**Bias-dependent STM images of a ZrSe₂ monolayer**

A single octahedral (1T) layer of ZrSe₂, Se–Zr–Se, is imaged with PBE+D3 states in the Tersoff-Hamann picture. An s-wave tip draws a current proportional to the density of all sample states between zero and the bias V, filled states for negative V and empty ones for positive V. Zero lies in mid-gap, and the same calculation puts the vacuum level at W = 5.33 eV above it. The windows are cumulative, so each row contains the states of the narrower rows of the same sign.

The mean density n is the average over the plane at tip height, and bright over dark, R, is the contrast within that plane. The corrugation is the height swing of a tip held at a density equal to that row's own n. The apparent barrier φ expresses the decay n ∝ exp(−2κz) with height z through φ = (ħ²/2m)κ², where ħ²/2m = 3.810 eV Å².

Tersoff-Hamann STM of a relaxed free-standing ZrSe₂ monolayer, from Ansatz 0.2.0 with scalar-relativistic PBE+D3(BJ), PAW, no spin polarisation, a 420 eV cutoff, a 33 × 33 × 1 k mesh and 0.05 eV Gaussian smearing. Bias is counted from mid-gap. Except for the barrier, results refer to the plane 3 Å above the topmost nucleus, whose mean density is the set point for the corrugation.

| bias (V) | log10 mean density (log10 of e/angstrom^3) | bright over dark | corrugation (Å) | brightest over | apparent barrier at 4 angstrom (eV) |
| --- | --- | --- | --- | --- | --- |
| -2.200 | -3.905 | 4.775 | 0.612 | Se | 7.244 |
| -1.400 | -4.083 | 3.470 | 0.508 | Se | 6.666 |
| -0.800 | -6.554 | 7.663 | 0.678 | between | 8.160 |
| 0.450 | ? | ? | ? | Se | ? |
| 0.800 | -4.614 | 7.062 | 0.815 | Se | 6.436 |
| 1.400 | -4.194 | 6.133 | 0.882 | Se | 5.666 |
| 2.000 | -3.712 | 2.643 | 0.504 | Se | 4.194 |

**(a) Compare each known barrier with the depth of the window's states below vacuum. What does the comparison reveal about those states?**

*Solution.* A state leaks into the vacuum more slowly the closer its energy E lies to W. Motion along the surface uses up part of that energy, so a state that oscillates sideways is left with less for the outward direction and dies faster. Where the potential has levelled off at W, a component exp(ik·r − κz) with in-plane momentum k has kinetic energy (ħ²/2m)(k² − κ²) = E − W, which gives

φ = (W − E) + (ħ²/2m)k².

No state of a window lies deeper than W + |V| at negative bias or W at positive bias, so a barrier above this greatest depth requires in-plane momentum or lateral nodes. The numbers show such an excess in three rows: 2.03 eV at −0.8 V, 1.10 eV at +0.8 V and 0.33 eV at +1.4 V. Since W is common to all rows, the apparent barrier at a given bias is not a work function. The comparison assumes that the potential at 4 Å has reached its vacuum value.

In the −1.4 and −2.2 V windows the barrier lies under the greatest depth, by 0.07 and 0.29 eV, so there the comparison demands no in-plane momentum, though it cannot exclude it. The −0.8 V window supplies only 0.34 % of the −1.4 V density, so the move of the bright spot from between the atoms onto Se is the work of the newly added states. Standard band theory identifies the valence top as Se pₓ,p_y at Γ, with a node above each Se nucleus, which fits a faint, fast-decaying image whose darkest spot, in the run, lies exactly over the upper Se; spin-orbit coupling, left out here, would split these states.

For empty states the standard picture is a conduction band mainly of Zr d character with three valleys at M, the midpoint of the zone edge. The bright spot sits on Se all the same, because Se lies about 1.6 Å higher and mixes into the band: between 0.45 and 0.8 eV each Se layer carries about a quarter of the states' weight. With cell length a = 3.756 Å, M has k_M = 2π/(√3 a) = 0.966 Å⁻¹, which adds 3.55 eV to the barrier. A wider window reaches from M towards Γ, where k is smaller, and these slower-decaying states take over the tail. The barrier should therefore fall with bias faster than the depth alone does, and should rise as the window shrinks onto the valley floor.

**(b) Forecast the four results at +0.45 V, each with an error bar.**

*Solution.* In a parabolic valley with edge E_c, the states at energy V reach a distance proportional to √(V − E_c) from M. With the window's mean energy at its midpoint,

φ(V) = W − (V + E_c)/2 + (ħ²/2m)[k_M − c√(V − E_c)]².

The edge is assumed: E_c = 0.25 eV, half of a rough recalled PBE gap of about 0.5 eV. A least-squares fit to the +0.8 and +1.4 V barriers gives c = 0.401 Å⁻¹ eV^(−1/2) and reproduces both within 0.08 eV. The +0.45 V row takes no part in any fit.

depth = 5.335 − 0.350 = 4.985 eV
k = 0.966 − 0.401 × √0.20 = 0.787 Å⁻¹
φ = 4.985 + 3.810 × 0.787² = 7.34 eV, so κ = √(7.34/3.810) = 1.388 Å⁻¹

A two-dimensional parabolic valley has a constant density of states, so the number of states grows as V − E_c, each damped over an effective distance d: n = A(V − E_c)exp(−2κd). The two fitted rows fix A and d = 1.43 Å exactly, with no row to spare. The value of d trades against the assumed edge and has no physical meaning. Scaling from the +0.8 V row, where κ = 1.300 Å⁻¹:

n/n(+0.8 V) = (0.20/0.55) × exp[−2 × 1.43 × (1.388 − 1.300)] = 0.364 × 0.78 = 0.28
log₁₀ n = −4.614 + log₁₀(0.364 × 0.78) = −5.16

Theory gives the contrast a direction but no formula. At M the waves +k_M and −k_M differ by a reciprocal lattice vector and decay alike, so their interference pattern survives at any height; off the zone edge one wave outlasts the other and the pattern washes out with height. Contrast should thus rise as the window narrows. The estimate is a straight line of ln R against √(V − E_c) through the same two rows, with slope −0.426 eV^(−1/2):

ln R = ln 7.062 + 0.426 × (√0.55 − √0.20) = 2.08, so R = 8.0

A tip that holds the density constant must rise over a bright site until the decay cancels the contrast, exp(2κΔz) = R, so Δz ≈ ln R/2κ. In the six known rows the corrugation is on average 1.082 times this estimate, the ratio running from 0.974 at −0.8 V to 1.186 at +1.4 V. All three quantities come from one density, so this agreement is geometry and no evidence about the states. The forecast is 1.082 × 2.08/(2 × 1.388) = 0.81 Å.

The error bars are judged. Moving the edge between 0.15 and 0.35 eV spreads log n from −5.08 to −5.34 and the barrier from 7.19 to 7.59 eV. A plain straight line in bias through the two fitted rows, which ignores the band edge, would give −4.86 and 6.89 eV.

The model already fails at +2.0 V, left out of the fit because one parabolic valley is unlikely to hold so far above its edge. There it gives a barrier of 4.93 eV against 4.194, a contrast of 5.5 against 2.643 and a corrugation of 0.81 Å against 0.504. Higher bands have entered by then, since the run counts states for 3.1 electrons a cell in this window and one band holds only 2. The states added above +1.4 V are also about three times as bright, on average, as those below. Even the fitted +1.4 V row strains the picture: its count of 1.9 electrons a cell would nearly fill a band, far more than small valleys hold. The constant c is therefore a fitting number and no measure of the valley's width. The forecast runs the other way, towards the valley floor, where the picture should be at its best.

- log₁₀ mean density: −5.16 ± 0.25, fainter than +0.8 V but far brighter than −0.8 V
- barrier: 7.3 ± 0.5 eV, above +0.8 V and under the pure-M value near 8.5 eV
- bright over dark: about 8, within a factor 1.35 (6 to 11), the least certain
- corrugation: 0.81 ± 0.13 Å, little changed from +0.8 V

The Se site stood in the table and is no forecast.

**(c) Compare with the computed row and account for hits and misses.**

The withheld rows as computed:

| bias (V) | log10 mean density (log10 of e/angstrom^3) | bright over dark | corrugation (Å) | brightest over | apparent barrier at 4 angstrom (eV) |
| --- | --- | --- | --- | --- | --- |
| 0.450 | -5.089 | 12.724 | 0.917 | Se | 7.398 |

*Solution.* The barrier, 7.398 eV, lies 0.06 eV above the model value, a miss as small as the residuals of the fit, whereas the straight line falls 0.51 eV short. The curvature below +1.4 V is thus real: the barrier climbs more steeply from +0.8 to +0.45 V than from +1.4 to +0.8 V. The excess over the greatest depth is 2.06 eV, the largest at positive bias. With the assumed edge, the effective k grows from 0.55 Å⁻¹ at +1.4 V through 0.65 to 0.80 Å⁻¹, approaching k_M as a valley at M requires.

The density is 1.19 times the forecast, well inside the bar, and the row is 29 times brighter than −0.8 V. The straight line was 0.23 too high in the logarithm. The run's lowest empty level lies just under 0.2 eV, below the assumed edge but inside the range tried for the error bars. The barrier hit fits a valley at M, though a barrier alone cannot tell M from another point of the zone edge. The density hit says less. From +0.8 to +1.4 V the run's count of states grows 2.7 times, where a constant density of states gives 2.1, and the fitted damping had absorbed the difference. Measured biases would be offset, because PBE underestimates gaps, real ZrSe₂ is commonly n-type and the tip's field, left out here, can bend the bands. The odd k mesh also misses M itself if it is centred on Γ, so the valley floor is then sampled only from nearby points.

The contrast is a clear miss: 12.7 is 1.59 times the forecast and beyond the upper limit of 11. The central value moved the right way from +0.8 V, but not nearly far enough. R divides by the small density at the dark site, which was forecast at 1/8.0 = 12.5 % of the bright value and came out at 1/12.7 = 7.9 %. A modest further dimming of the dark site thus moves the ratio a long way.

Theory shows why pure M states allow this. Each valley gives a standing wave with density 1 + cos(G·r + θ), where G is a reciprocal lattice vector and θ a phase set by the orbital mixing. At the three high-symmetry sites the three valleys sum to 3[1 + cos θ] and 3[1 + cos(θ ± 120°)]. The ratio is 6/1.5 = 4 for θ = 0 and grows without bound as θ nears 60°, where one site goes dark. The limit at the valley floor depends on θ, which a line through two wider windows could not sense. In the run the image is bright over the upper Se, middling over the lower Se and dark over Zr, whereas θ = 0 would leave the two weaker sites equal. The contrast also fades from 12.7 at 3 Å to 4.0 at 5 Å. The longest waves of pure M states would keep their contrast, though shorter ones near the surface would fade. The barrier is the clearer sign: it lies about 1.1 eV under the pure-M value, so states away from M still count in this window.

The corrugation, 0.917 Å, falls inside the range but near its top, and "little changed" was too weak: it rose by 0.102 Å over +0.8 V to the largest value in the table. The miss follows from the contrast, since the computed R and φ give ln R/2κ = 0.913 Å. The average factor 1.082 overcorrects this row, so two errors partly cancelled in the forecast. Each corrugation belongs to its own set point, and the densities span a factor of about 700, so a bias series at one fixed current would put the tip closer in the faint rows and need not show the same order.
